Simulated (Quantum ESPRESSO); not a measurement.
Crystal: ZrN.

```
CELL_PARAMETERS angstrom
0.00000 2.30000 2.30000
2.30000 0.00000 2.30000
2.30000 2.30000 0.00000
ATOMIC_POSITIONS crystal
Zr 0.50000 0.50000 0.50000
N 0.00000 0.00000 0.00000
```

- Program: Quantum ESPRESSO 7.5
- Task: phonons
- Functional: PBE
- Potentials or basis: PseudoDojo 0.4.1 SR PBE standard
- Cutoff: 1143 eV
- Density cutoff: 4572 eV
- k mesh: 10 × 10 × 10
- Occupations: cold, width 0.136 eV
- Spin: no spin polarisation
- Mixing beta: 0.5
- Most SCF iterations: 120
- SCF threshold: 4e-10 Ry

At Γ the optical frequencies are 461 461 461 cm⁻¹, at a pressure of -0.7 GPa.

Problem. How do the modes respond when the cell is scaled evenly, at fixed shape?

Solution. The highest mode has a Grüneisen parameter of 2.06 and moves by +3.9 cm⁻¹ per GPa. None of the listed modes softens on compression. The pressures give a bulk modulus of about 246 GPa.

Frequencies at 99 % and 101 % of the volume (pressures 1.9 and -3.1 GPa), ions relaxed:
| mode | 99 % (cm⁻¹) | 101 % (cm⁻¹) | Grüneisen parameter |
| --- | --- | --- | --- |
| 4 | 470.1 | 451.1 | 2.06 |
| 5 | 470.1 | 451.1 | 2.06 |
| 6 | 470.1 | 451.1 | 2.06 |

Modes are matched by their order; those that don't vary smoothly over the three volumes are left out.
